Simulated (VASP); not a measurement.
# C (Fd-3m) in VASP: notebook, part 2 of 2

VASP 6.6.1.

## Step 3: Single point, LDA (grid = ENCUT=460 dk=0.45 cell=3x3x2 ISMEAR=0 SIGMA=0.05 LREAL=Auto EDIFF=1e-06)

Input file INCAR:

```
PREC = Accurate
ENCUT = 460
EDIFF = 1E-6
ISMEAR = 0
SIGMA = 0.05
LREAL = Auto
LASPH = T
NELM = 120
ALGO = Fast
ISIF = 2
LWAVE = F
LCHARG = F
NBANDS = 84
NCORE = 1
KPAR = 2
```

Input file KPOINTS:

```
Automatic mesh
0
Gamma
  3 3 4
```

Input file POSCAR:

```
C
1.0
    0.0000000000      5.3501100000      5.3501100000
    5.3501100000      0.0000000000      5.3501100000
    3.5667400000      3.5667400000      0.0000000000
C
36
Direct
    0.2500000000      0.2500000000      0.3750000000
    0.2500000000      0.2500000000      0.8750000000
    0.2500000000      0.5833333333      0.3750000000
    0.2500000000      0.5833333333      0.8750000000
    0.2500000000      0.9166666667      0.3750000000
    0.2500000000      0.9166666667      0.8750000000
    0.5833333333      0.2500000000      0.3750000000
    0.5833333333      0.2500000000      0.8750000000
    0.5833333333      0.5833333333      0.3750000000
    0.5833333333      0.5833333333      0.8750000000
    0.5833333333      0.9166666667      0.3750000000
    0.5833333333      0.9166666667      0.8750000000
    0.9166666667      0.2500000000      0.3750000000
    0.9166666667      0.2500000000      0.8750000000
    0.9166666667      0.5833333333      0.3750000000
    0.9166666667      0.5833333333      0.8750000000
    0.9166666667      0.9166666667      0.3750000000
    0.9166666667      0.9166666667      0.8750000000
    0.1666666667      0.1666666667      0.2500000000
    0.1666666667      0.1666666667      0.7500000000
    0.1666666667      0.5000000000      0.2500000000
    0.1666666667      0.5000000000      0.7500000000
    0.1666666667      0.8333333333      0.2500000000
    0.1666666667      0.8333333333      0.7500000000
    0.5000000000      0.1666666667      0.2500000000
    0.5000000000      0.1666666667      0.7500000000
    0.5000000000      0.5000000000      0.2500000000
    0.5000000000      0.5000000000      0.7500000000
    0.5000000000      0.8333333333      0.2500000000
    0.5000000000      0.8333333333      0.7500000000
    0.8333333333      0.1666666667      0.2500000000
    0.8333333333      0.1666666667      0.7500000000
    0.8333333333      0.5000000000      0.2500000000
    0.8333333333      0.5000000000      0.7500000000
    0.8333333333      0.8333333333      0.2500000000
    0.8333333333      0.8333333333      0.7500000000
```

Potentials or basis: VASP PAW LDA potentials, release 64 (C).

Started as:

```
$ cat potpaw_LDA.64/C/POTCAR > POTCAR
$ mpirun -np 4 vasp_std > vasp.out
```

OUTCAR:

```text
PREC = Accurate
   ENCUT = 460
   EDIFF = 1E-6
   ISMEAR = 0
   LREAL = Auto
   LASPH = T
   NELM = 120
   ISIF = 2

 Found     14 irreducible k-points:

 Following reciprocal coordinates:
            Coordinates               Weight
  0.000000  0.000000  0.000000      1.000000
  0.333333  0.000000  0.000000      4.000000
  0.333333  0.333333  0.000000      2.000000
 -0.333333  0.333333  0.000000      2.000000
  0.000000  0.000000  0.250000      2.000000
  0.333333  0.000000  0.250000      4.000000
   k-points           NKPTS =     14   k-points in BZ     NKDIM =     14   number of bands    NBANDS=     84
   number of dos      NEDOS =    301   number of ions     NIONS =     36
   total plane-waves  NPLWV = 104976
   dimension x,y,z NGX =    54 NGY =   54 NGZ =   36
   dimension x,y,z NGXF=   108 NGYF=  108 NGZF=   72
   ions per type =              36
   NGX,Y,Z   is equivalent  to a cutoff of  11.86, 11.86, 11.86 a.u.
   NGXF,Y,Z  is equivalent  to a cutoff of  23.73, 23.73, 23.73 a.u.
 SYSTEM =  unknown system
   PREC   = accura    normal or accurate (medium, high low for compatibility)
   ISTART =      0    job   : 0-new  1-cont  2-samecut
   ICHARG =      2    charge: 1-file 2-atom 10-const
   ISPIN  =      1    spin polarized calculation?
   LNONCOLLINEAR =      F non collinear calculations
   LSORBIT =      F    spin-orbit coupling
   LASPH  =      T    aspherical Exc in radial PAW
   ENCUT  =  460.0 eV  33.81 Ry    5.81 a.u.  13.23 13.23  8.82*2*pi/ulx,y,z
   NELM   =    120;   NELMIN=  2; NELMDL= -5     # of ELM steps
   EDIFF  = 0.1E-05   stopping-criterion for ELM
   LREAL  =      T    real-space projection
   EDIFFG = 0.1E-04   stopping-criterion for IOM
   NSW    =      0    number of steps for IOM
   IBRION =     -1    ionic relax: 0-MD 1-quasi-New 2-CG
   NFREE  =      0    steps in history (QN), initial steepest desc. (CG)
   ISIF   =      2    stress and relaxation
   ISYM   =      2    0-nonsym 1-usesym 2-fastsym
   POTIM  = 0.5000    time-step for ionic-motion
   TEBEG  =    0.0;   TEEND  =   0.0 temperature during run
   PSTRESS=    0.0 pullay stress
   NELECT =     144.0000    total number of electrons
   NUPDOWN=      -1.0000    fix difference up-down
   EMIN   =  10.00;   EMAX   =-10.00  energy-range for DOS
   EFERMI =   0.00;   METHOD = LEGACY
   ISMEAR =     0;   SIGMA  =   0.05  broadening in eV -4-tet -1-fermi 0-gaus
   EFERMI_NEDOS =   21; number of points for ismear=-14 and -15
   IALGO  =     68    algorithm
   IMIX   =      4    mixing-type and parameters
     AMIX     =   0.40;   BMIX     =  1.00
     AMIX_MAG =   1.60;   BMIX_MAG =  1.00
  volume/ion in A,a.u.               =       5.67        38.28
  Fermi-wavevector in a.u.,A,eV,Ry     =   1.457203  2.753714 28.891161  2.123440
  Thomas-Fermi vector in A             =   2.574032
   LORBIT       =      0    0 simple, 1 ext, 2 COOP (PROOUT), +10 PAW based schemes
   GGA     = CA    functional components
   LHFCALC =     F    Hartree Fock is set to
   AEXX    =    0.0000 exact exchange contribution
   IVDW    =     0    specifies the selected vdW correction
   LEPSILON=     F    determine dielectric tensor
   LRPA    =     F    only Hartree local field effects (RPA)
 non-spin polarized calculation
 RMM-DIIS sequential band-by-band and
 Gauss-broadening in eV      SIGMA  =   0.05
  energy-cutoff  :      460.00
  volume of cell :      204.19
 maximum number of plane-waves:      4588
 NGX is ok and might be reduce to    54
   NGX = 27   NGY = 27   NGZ = 17

 number of electron     144.0000057 magnetization

 Free energy of the ion-electron system (eV)
  ---------------------------------------------------
  ext. energy  EPLUGINS =         0.00000000
  ---------------------------------------------------
  free energy    TOTEN  =      -364.28417036 eV

  energy without entropy =     -364.28417036  energy(sigma->0) =     -364.28417036

 E-fermi :  10.0053     XC(G=0): -13.4996

 val. band max:        9.7239821286   @ k =   0.0000   0.0000   0.0000
 cond. band min:      13.8479190947   @ k =   0.0000   0.0000   0.0000
 fundamental gap:      4.1239369661
 Fermi energy:        10.0052563677

 k-point     1 :       0.0000    0.0000    0.0000
  band No.  band energies     occupation
      1     -11.5946      2.00000
      2      -8.5765      2.00000
      3      -8.5765      2.00000
      4      -8.5765      2.00000
      5      -8.5765      2.00000
      6      -7.5757      2.00000
[... 511 lines left out ...]
     83      17.2678      0.00000
     84      17.3304      0.00000

 [... further k-points ...]

------------------------ aborting loop because EDIFF is reached ----------------------------------------

  FORCE on cell =-STRESS in cart. coord.  units (eV):
  Direction    XX          YY          ZZ          XY          YZ          ZX
  --------------------------------------------------------------------------------------
  -------------------------------------------------------------------------------------
  Total      -15.2151335    -15.2151335    -15.2441829      0.0214674     -0.0025116     -0.0025116
  in kB     -119.3876706   -119.3876706   -119.6156106      0.1684467     -0.0197075     -0.0197074
  external PRESSURE =    -119.4636506 kB  Pullay stress =       0.0000000 kB

 VOLUME and BASIS-vectors are now :
 -----------------------------------------------------------------------------
  energy-cutoff  :      460.00
  volume of cell :      204.19
      direct lattice vectors                 reciprocal lattice vectors
     0.000000000  5.350110000  5.350110000    -0.093456022  0.093456022  0.093456022
     5.350110000  0.000000000  5.350110000     0.093456022 -0.093456022  0.093456022
     3.566740000  3.566740000  0.000000000     0.140184034  0.140184034 -0.140184034

 POSITION                                       TOTAL-FORCE (eV/Angst)
 -----------------------------------------------------------------------------------
      2.67505      2.67505      2.67505        -0.000241     -0.000241      0.000268
      4.45843      4.45843      2.67505        -0.000241     -0.000241      0.000268
      4.45842      2.67505      4.45842        -0.000241     -0.000241      0.000268
      6.24179      4.45843      4.45842        -0.000241     -0.000241      0.000268
      6.24180      2.67505      6.24180        -0.000241     -0.000241      0.000268
      8.02517      4.45843      6.24180        -0.000241     -0.000241      0.000268
[... 28 lines left out ...]
      5.35011      5.35011      8.91685         0.000241      0.000241     -0.000268
      7.13348      7.13348      8.91685         0.000241      0.000241     -0.000268
 -----------------------------------------------------------------------------------
    total drift:                                0.000002      0.000002      0.000003

  FREE ENERGIE OF THE ION-ELECTRON SYSTEM (eV)
  ---------------------------------------------------
  free  energy   TOTEN  =      -364.2841703622 eV

  energy  without entropy=     -364.2841703622  energy(sigma->0) =     -364.28417036
```

OSZICAR:

```text
N       E                     dE             d eps       ncg     rms          rms(c)
DAV:   1     0.455522927957E+03    0.45552E+03   -0.72654E+04  2352   0.153E+03
DAV:   2    -0.340869203004E+03   -0.79639E+03   -0.77125E+03  2912   0.299E+02
DAV:   3    -0.377745943265E+03   -0.36877E+02   -0.36631E+02  2704   0.670E+01
DAV:   4    -0.378683705715E+03   -0.93776E+00   -0.93476E+00  2776   0.108E+01
DAV:   5    -0.378707179146E+03   -0.23473E-01   -0.23447E-01  2704   0.169E+00    0.243E+01
RMM:   6    -0.367967200918E+03    0.10740E+02   -0.76225E+00  2402   0.910E+00    0.142E+01
RMM:   7    -0.364231559494E+03    0.37356E+01   -0.12812E+01  2539   0.121E+01    0.287E+00
RMM:   8    -0.364282358674E+03   -0.50799E-01   -0.84229E-01  2575   0.373E+00    0.868E-01
RMM:   9    -0.364281150962E+03    0.12077E-02   -0.25373E-01  2662   0.172E+00    0.295E-01
RMM:  10    -0.364283057210E+03   -0.19062E-02   -0.41496E-02  2668   0.736E-01    0.120E-01
RMM:  11    -0.364283956635E+03   -0.89942E-03   -0.14768E-02  2790   0.359E-01    0.301E-02
RMM:  12    -0.364284102907E+03   -0.14627E-03   -0.17560E-03  2737   0.149E-01    0.138E-02
RMM:  13    -0.364284158576E+03   -0.55669E-04   -0.53778E-04  2711   0.694E-02    0.106E-02
RMM:  14    -0.364284167646E+03   -0.90702E-05   -0.10549E-04  2701   0.316E-02    0.260E-03
RMM:  15    -0.364284169904E+03   -0.22583E-05   -0.23568E-05  2338   0.138E-02    0.194E-03
RMM:  16    -0.364284170362E+03   -0.45806E-06   -0.49840E-06  1908   0.652E-03
   1 F= -.36428417E+03 E0= -.36428417E+03  d E =-.421789E-16
```

stdout:

```text
POSCAR found type information on POSCAR C
 POSCAR found :  1 types and      36 ions
 scaLAPACK will be used
 LDA part: xc-table for (Slater(with rela. corr.)+CA(PZ))
 , standard interpolation
 POSCAR, INCAR and KPOINTS ok, starting setup
 FFT: planning ... GRIDC
 FFT: planning ... GRID_SOFT
 FFT: planning ... GRID
 WAVECAR not read
 entering main loop
```

Run time: 75 s. Hardware: 4 MPI ranks of Intel Xeon 6975P-C (Granite Rapids), shared host; peak memory 0.24 GiB.

These settings aren't checked as converged: the numbers below hold their error.

What came out:

```
Free energy            : -364.2842 eV
Pressure               : -11.9 GPa
Band gap on the k mesh : 4.12 eV
```

Caveat: the cutoff is under 1.25 times the usual one of these potentials, so pressure, stress and relaxed cells hold a basis-set (Pulay) error; an odd mesh through Γ misses points on the zone boundary, where band edges often lie.

## Step 4: Single point, LDA (grid = ENCUT=650 dk=0.45 cell=3x3x2 ISMEAR=0 SIGMA=0.05 LREAL=Auto EDIFF=1e-06)

Edit INCAR of step 3 so:

```diff
@@ -1,3 +1,3 @@
 PREC = Accurate
-ENCUT = 460
+ENCUT = 650
 EDIFF = 1E-6
```

KPOINTS is that of step 3.

POSCAR is that of step 3.

Potentials or basis: VASP PAW LDA potentials, release 64 (C).

Started as:

```
$ cat potpaw_LDA.64/C/POTCAR > POTCAR
$ mpirun -np 4 vasp_std > vasp.out
```

OUTCAR:

```text
PREC = Accurate
   ENCUT = 650
   EDIFF = 1E-6
   ISMEAR = 0
   LREAL = Auto
   LASPH = T
   NELM = 120
   ISIF = 2

 Found     14 irreducible k-points:

 Following reciprocal coordinates:
            Coordinates               Weight
  0.000000  0.000000  0.000000      1.000000
  0.333333  0.000000  0.000000      4.000000
  0.333333  0.333333  0.000000      2.000000
 -0.333333  0.333333  0.000000      2.000000
  0.000000  0.000000  0.250000      2.000000
  0.333333  0.000000  0.250000      4.000000
   k-points           NKPTS =     14   k-points in BZ     NKDIM =     14   number of bands    NBANDS=     84
   number of dos      NEDOS =    301   number of ions     NIONS =     36
   total plane-waves  NPLWV = 172032
   dimension x,y,z NGX =    64 NGY =   64 NGZ =   42
   dimension x,y,z NGXF=   128 NGYF=  128 NGZF=   84
   ions per type =              36
   NGX,Y,Z   is equivalent  to a cutoff of  14.06, 14.06, 13.84 a.u.
   NGXF,Y,Z  is equivalent  to a cutoff of  28.12, 28.12, 27.68 a.u.
 SYSTEM =  unknown system
   PREC   = accura    normal or accurate (medium, high low for compatibility)
   ISTART =      0    job   : 0-new  1-cont  2-samecut
   ICHARG =      2    charge: 1-file 2-atom 10-const
   ISPIN  =      1    spin polarized calculation?
   LNONCOLLINEAR =      F non collinear calculations
   LSORBIT =      F    spin-orbit coupling
   LASPH  =      T    aspherical Exc in radial PAW
   ENCUT  =  650.0 eV  47.77 Ry    6.91 a.u.  15.73 15.73 10.49*2*pi/ulx,y,z
   NELM   =    120;   NELMIN=  2; NELMDL= -5     # of ELM steps
   EDIFF  = 0.1E-05   stopping-criterion for ELM
   LREAL  =      T    real-space projection
   EDIFFG = 0.1E-04   stopping-criterion for IOM
   NSW    =      0    number of steps for IOM
   IBRION =     -1    ionic relax: 0-MD 1-quasi-New 2-CG
   NFREE  =      0    steps in history (QN), initial steepest desc. (CG)
   ISIF   =      2    stress and relaxation
   ISYM   =      2    0-nonsym 1-usesym 2-fastsym
   POTIM  = 0.5000    time-step for ionic-motion
   TEBEG  =    0.0;   TEEND  =   0.0 temperature during run
   PSTRESS=    0.0 pullay stress
   NELECT =     144.0000    total number of electrons
   NUPDOWN=      -1.0000    fix difference up-down
   EMIN   =  10.00;   EMAX   =-10.00  energy-range for DOS
   EFERMI =   0.00;   METHOD = LEGACY
   ISMEAR =     0;   SIGMA  =   0.05  broadening in eV -4-tet -1-fermi 0-gaus
   EFERMI_NEDOS =   21; number of points for ismear=-14 and -15
   IALGO  =     68    algorithm
   IMIX   =      4    mixing-type and parameters
     AMIX     =   0.40;   BMIX     =  1.00
     AMIX_MAG =   1.60;   BMIX_MAG =  1.00
  volume/ion in A,a.u.               =       5.67        38.28
  Fermi-wavevector in a.u.,A,eV,Ry     =   1.457203  2.753714 28.891161  2.123440
  Thomas-Fermi vector in A             =   2.574032
   LORBIT       =      0    0 simple, 1 ext, 2 COOP (PROOUT), +10 PAW based schemes
   GGA     = CA    functional components
   LHFCALC =     F    Hartree Fock is set to
   AEXX    =    0.0000 exact exchange contribution
   IVDW    =     0    specifies the selected vdW correction
   LEPSILON=     F    determine dielectric tensor
   LRPA    =     F    only Hartree local field effects (RPA)
 non-spin polarized calculation
 RMM-DIIS sequential band-by-band and
 Gauss-broadening in eV      SIGMA  =   0.05
  energy-cutoff  :      650.00
  volume of cell :      204.19
 maximum number of plane-waves:      7705
   NGX = 31   NGY = 31   NGZ = 21

 number of electron     144.0000000 magnetization

 Free energy of the ion-electron system (eV)
  ---------------------------------------------------
  ext. energy  EPLUGINS =         0.00000000
  ---------------------------------------------------
  free energy    TOTEN  =      -364.42535772 eV

  energy without entropy =     -364.42535772  energy(sigma->0) =     -364.42535772

 E-fermi :   9.9421     XC(G=0): -13.4995

 val. band max:        9.7204642535   @ k =   0.0000   0.0000   0.0000
 cond. band min:      13.8447745663   @ k =   0.0000   0.0000   0.0000
 fundamental gap:      4.1243103127
 Fermi energy:         9.9421177995

 k-point     1 :       0.0000    0.0000    0.0000
  band No.  band energies     occupation
      1     -11.5965      2.00000
      2      -8.5798      2.00000
      3      -8.5798      2.00000
      4      -8.5798      2.00000
      5      -8.5798      2.00000
      6      -7.5795      2.00000
[... 76 lines left out ...]
     83      16.0069      0.00000
     84      17.8496      0.00000

 k-point     2 :       0.3333    0.0000    0.0000
  band No.  band energies     occupation
      1     -11.2554      2.00000
      2     -10.2395      2.00000
      3      -8.9049      2.00000
      4      -8.5690      2.00000
      5      -7.6116      2.00000
      6      -6.8840      2.00000
[... 76 lines left out ...]
     83      16.3741      0.00000
     84      16.5783      0.00000

 k-point     3 :       0.3333    0.3333    0.0000
  band No.  band energies     occupation
      1     -11.1419      2.00000
      2      -9.7895      2.00000
      3      -9.4578      2.00000
      4      -9.4578      2.00000
      5      -7.1009      2.00000
      6      -6.8889      2.00000
[... 76 lines left out ...]
     83      16.7834      0.00000
     84      17.0947      0.00000

 k-point     4 :      -0.3333    0.3333    0.0000
  band No.  band energies     occupation
      1     -10.6895      2.00000
      2     -10.3512      2.00000
      3     -10.3512      2.00000
      4      -8.0325      2.00000
      5      -6.7469      2.00000
      6      -6.7469      2.00000
[... 76 lines left out ...]
     83      16.0953      0.00000
     84      16.1418      0.00000

 k-point     5 :       0.0000    0.0000    0.2500
  band No.  band energies     occupation
      1     -11.1650      2.00000
      2      -8.8992      2.00000
      3      -8.8992      2.00000
      4      -8.6471      2.00000
      5      -8.2902      2.00000
      6      -7.8107      2.00000
[... 76 lines left out ...]
     83      16.3584      0.00000
     84      16.4053      0.00000

 k-point     6 :       0.3333    0.0000    0.2500
  band No.  band energies     occupation
      1     -11.0799      2.00000
      2      -9.4803      2.00000
      3      -9.3140      2.00000
      4      -8.5293      2.00000
      5      -7.9503      2.00000
      6      -7.2609      2.00000
[... 76 lines left out ...]
     83      17.2567      0.00000
     84      17.3318      0.00000

 [... further k-points ...]

------------------------ aborting loop because EDIFF is reached ----------------------------------------

  FORCE on cell =-STRESS in cart. coord.  units (eV):
  Direction    XX          YY          ZZ          XY          YZ          ZX
  --------------------------------------------------------------------------------------
  -------------------------------------------------------------------------------------
  Total      -16.0313482    -16.0313482    -16.0640704      0.0286334     -0.0063407     -0.0063407
  in kB     -125.7922132   -125.7922132   -126.0489725      0.2246761     -0.0497534     -0.0497534
  external PRESSURE =    -125.8777997 kB  Pullay stress =       0.0000000 kB

 VOLUME and BASIS-vectors are now :
 -----------------------------------------------------------------------------
  energy-cutoff  :      650.00
  volume of cell :      204.19
      direct lattice vectors                 reciprocal lattice vectors
     0.000000000  5.350110000  5.350110000    -0.093456022  0.093456022  0.093456022
     5.350110000  0.000000000  5.350110000     0.093456022 -0.093456022  0.093456022
     3.566740000  3.566740000  0.000000000     0.140184034  0.140184034 -0.140184034

 POSITION                                       TOTAL-FORCE (eV/Angst)
 -----------------------------------------------------------------------------------
      2.67505      2.67505      2.67505        -0.000492     -0.000492      0.000484
      4.45843      4.45843      2.67505        -0.000492     -0.000492      0.000484
      4.45842      2.67505      4.45842        -0.000492     -0.000492      0.000484
      6.24179      4.45843      4.45842        -0.000492     -0.000492      0.000484
      6.24180      2.67505      6.24180        -0.000492     -0.000492      0.000484
      8.02517      4.45843      6.24180        -0.000492     -0.000492      0.000484
[... 28 lines left out ...]
      5.35011      5.35011      8.91685         0.000492      0.000492     -0.000484
      7.13348      7.13348      8.91685         0.000492      0.000492     -0.000484
 -----------------------------------------------------------------------------------
    total drift:                                0.000008      0.000008      0.000001

  FREE ENERGIE OF THE ION-ELECTRON SYSTEM (eV)
  ---------------------------------------------------
  free  energy   TOTEN  =      -364.4253577160 eV

  energy  without entropy=     -364.4253577160  energy(sigma->0) =     -364.42535772
```

Wall time 2 min (4 MPI ranks of Intel Xeon 6975P-C (Granite Rapids), shared host); peak memory 0.33 GiB.

The run converged, but some of its settings lie outside the range that counts as converged, so its numbers aren't taken as properties of the crystal.

Results:

- Free energy: -364.4254 eV
- Pressure: -12.6 GPa
- Band gap on the k mesh: 4.12 eV

Caveat: an odd mesh through Γ misses points on the zone boundary, where band edges often lie.

## Step 5: The reference run

An earlier run on the cell as given: functional PBE; potentials or basis VASP PAW PBE potentials, release 64 (C); cutoff 520 eV; k mesh 13 × 13 × 13; occupations fermi-dirac, width 0.05 eV; no spin polarisation.

- Pressure: 2.5 GPa
- Band gap on the k mesh: 4.14 eV, indirect (least direct gap 5.59 eV)
